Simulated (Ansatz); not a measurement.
Wires are cut from relaxed bulk GaN (P6_3mc, 11.76 Å³/atom, gap on the mesh 1.71 eV); atoms and period are relaxed, and energies count from that bulk. Caps count from half an H2 molecule.

The calculation used DFT PBE, scalar-relativistic, plane waves, PAW (Ansatz).

Cutoff 420 eV, Gaussian smearing of 0.05 eV, energies at zero smearing, symmetry of each start kept, no spin polarisation.

| start | atoms | k mesh | excess energy (eV per host atom) | line energy (eV/Å) | period (Å) | gap on the mesh (eV) | highest filled level or Fermi level under vacuum (eV) |
| --- | --- | --- | --- | --- | --- | --- | --- |
| [001] wire, 6 host atoms a period with H caps | 16 | 1×1×6 | -0.044 | -0.049 | 5.344 | 5.07 | 6.54 |
| [001] wire, 8 host atoms a period with H caps | 20 | 1×1×6 | -0.003 | -0.004 | 5.349 | 4.61 | 6.38 |
| [001] wire, 14 host atoms a period with H caps | 28 | 1×1×6 | -0.032 | -0.085 | 5.302 | 4.75 | 6.29 |

Each run keeps its start's symmetry and one magnetic start, so lower states can exist.